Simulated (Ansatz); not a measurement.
Equilibrium properties in the diamond structure, computed with PBE in Ansatz (plane waves, PAW datasets (generated soft set 1); cutoff 420 eV), no spin polarisation, no spin–orbit coupling, Fermi–Dirac smearing of 0.061 eV, k-spacing 0.06 Å⁻¹:

| crystal | a₀ (Å) | V₀ (Å³/atom) | B₀ (GPa) |
| --- | --- | --- | --- |
| As | 6.111 | 28.52 | 46 |
| Br | 7.010 | 43.06 | 15.0 |
| Rb | 10.418 | 141.35 | 1.0 |
| Sr | 9.636 | 111.85 | 2.7 |
| Zr | 6.279 | 30.95 | 36 |
| Ru | 5.455 | 20.29 | 163 |

Problem. Give the same for Nb, Se, Ge.

Solution. 
```
crystal  a₀ (Å)  V₀ (Å³/atom)  B₀ (GPa)
     Nb   5.908         25.78        67
     Se   6.333         31.74        39
     Ge   5.762         23.91        59
```

Model structures, not the usual forms at ambient conditions (metastable or hypothetical): As, Se, Br, Rb, Sr, Zr, Nb, Ru. Spin polarisation is left out, and a magnetic state may lie lower for Br.
